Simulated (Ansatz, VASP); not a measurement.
## Two plane-wave programs on BaZrO3

Contents of POSCAR:

```
BaZrO3
1.0
    4.2053549142      0.0000000000      0.0000000000
    0.0000000000      4.2053549142      0.0000000000
    0.0000000000      0.0000000000      4.2053549142
Ba Zr O
1 1 3
Direct
    0.0000000000      0.0000000000      0.0000000000
    0.5000000000      0.5000000000      0.5000000000
    0.5000000000      0.5000000000      0.0000000000
    0.5000000000      0.0000000000      0.5000000000
    0.0000000000      0.5000000000      0.5000000000
```

File INCAR.step1:

```
SYSTEM = BaZrO3
ALGO = Normal ; EDIFF = 1E-4
ENCUT = 520 ; GGA = PE
GGA_COMPAT = .FALSE. ; ISMEAR = 0
LASPH = .TRUE. ; LCHARG = .FALSE.
LMAXMIX = 4 ; LREAL = .FALSE.
LSORBIT = .TRUE. ; LWAVE = .TRUE.
MAGMOM = 0 0 0 0 0 0 0 0 0 0 0 0 0 0 0 ; NBANDS = 55
NELM = 150 ; PREC = Accurate
SIGMA = 0.01
```

Contents of INCAR.step2:

```
SYSTEM = BaZrO3
ALGO = Normal ; EDIFF = 1E-7
ENCUT = 520 ; GGA_COMPAT = .FALSE.
ISIF = 2 ; ISMEAR = 0
ISTART = 1 ; LASPH = .TRUE.
LCHARG = .FALSE. ; LMAXMIX = 4
LMIXTAU = .TRUE. ; LORBIT = 11
LORBMOM = .TRUE. ; LREAL = .FALSE.
LSORBIT = .TRUE. ; LWAVE = .FALSE.
MAGMOM = 0 0 0 0 0 0 0 0 0 0 0 0 0 0 0 ; METAGGA = R2SCAN
NBANDS = 55 ; NELM = 150
PREC = Accurate ; SIGMA = 0.01
```

The input KPOINTS:

```
k-points
0
G
  6 6 6
  0 0 0
```

Input for Ansatz:

```yaml
crystal:
  lattice:
    - [4.2053549142, 0.0, 0.0]
    - [0.0, 4.2053549142, 0.0]
    - [0.0, 0.0, 4.2053549142]
  atoms:
    - { symbol: Ba, position: [0.0, 0.0, 0.0] }
    - { symbol: Zr, position: [0.5, 0.5, 0.5] }
    - { symbol: O, position: [0.5, 0.5, 0.0] }
    - { symbol: O, position: [0.5, 0.0, 0.5] }
    - { symbol: O, position: [0.0, 0.5, 0.5] }
kpoints:
  mp_grid: { grid: [6, 6, 6] }
  band_path:
    path: [[0.0, 0.0, 0.0], [0.0, 0.5, 0.0], [0.5, 0.5, 0.0], [0.5, 0.5, 0.5]]
    npoints: 1
hamiltonian:
  xc: r2scan
scf:
  occupations: { method: fixed }
  n_extra_bands: 10
magnetization:
  noncollinear: true
  spin_orbit: true
output:
  forces: true
  stress: true
  eigenvalues: true
```

The cell was built by a generator and needn't be a form met in nature.

Alike in both runs: task single point; functional r2SCAN; k mesh 6 × 6 × 6; non-collinear spin, spin-orbit coupling.

|  | VASP | Ansatz |
| --- | --- | --- |
| version | VASP 6.6.1 | Ansatz 0.2.0 |
| potentials or method | VASP PAW PBE potentials, release 64 (Ba_sv, Zr_sv, O) | plane waves, PAW |
| plane-wave cutoff (eV) | 520 | 500 |
| occupations | gaussian, width 0.01 eV | fixed |
| valence electrons in the cell | 40 | 40 |

```csv
,VASP,Ansatz,Ansatz less VASP
gap on the k mesh at the Fermi level (eV),3.64,3.70,+0.057
pressure (GPa),1.0,0.0,-1.04
net moment per atom (μB),0.00,0.00,0.000
```

Caveats: the PAW data sets were made with another functional, which shifts forces and pressure a little (VASP).
